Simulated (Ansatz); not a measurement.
# V: the change of pressure with volume per atom

All results are calculated (Ansatz 0.2.0). Periodic Kohn-Sham DFT of a crystal at fixed atoms; pressure and stress are positive in compression; the energy is the free energy less that of spherical unpolarised free atoms; site moments are those in the method's own spheres, positive along +z.

Cell of the first row (space group Im-3m, No. 229):
```
cell vectors (Å)
  -1.4821     1.4821     1.4821
   1.4821    -1.4821     1.4821
   1.4821     1.4821    -1.4821
atoms (fractions of the cell vectors)
V   0.00000  0.00000  0.00000
```

Settings of every row: method all-electron PAW; functional PBE; relativity scalar; k mesh 19x19x19; filling fermi-dirac; smearing width 0.03 eV; nucleus gaussian.

Atom:
| element | start moment (bohr magneton) |
| --- | --- |
| V | 1.5 |

| row | volume per atom (Å³) | pressure (GPa) |
| --- | --- | --- |
| 1 | 13.023 | 6.148 |
| 2 | 13.3 | 1.991 |
| 3 | 13.577 | -1.766 |
| 4 | 13.716 | -3.508 |
| 5 | 13.854 | -5.166 |
| 6 | 13.993 | -6.744 |
| 7 | 14.131 | -8.245 |
| 8 | 14.408 | ? |
| 9 | 14.685 | -13.556 |

Cell moment is 0 bohr magneton in every row.

Question: what pressure should row 8 give?

Worked fit of pressure. Take u = (V_r/V)^(2/3) − 1 with V_r = 13.785 Å³ an atom, which is twice the finite (Eulerian) strain; such expansions in the strain, on which the Birch-Murnaghan equation of state is built, carry the rest volume and the bulk modulus. The shown rows have u = 0.03864, 0.02417, 0.01019, 0.00335, -0.00332, -0.00993, -0.01639, -0.04129. Least squares give pressure = −4.3491 + 247.396 × u + 609.91 × u² + 456 × u³ GPa; a parabola predicts inner rows, each left out in turn, worse (root mean square 0.0079 against 0.0045 GPa). The rows lie off it by 0.001, -0.002, -0.002, 0.005, -0.002, 0.002, -0.003, 0.000 (root mean square 0.0025 GPa). The pressure vanishes at u = 0.0169, or V = 13.44 Å³ an atom, and there the bulk modulus at fixed shape and fractions is B = −V dP/dV = (2/3)(1 + u) dP/du = 182 GPa. The withheld row has u = -0.02904, so the fit gives −4.3491 + 247.396 × (-0.02904) + 609.91 × (-0.02904)² + 456 × (-0.02904)³ = -11.030 GPa.

The calculation gave -11.033 GPa. The fit lies 0.003 GPa (0.015 % of the column's range) above it; its largest miss of a shown row is 0.005 GPa.
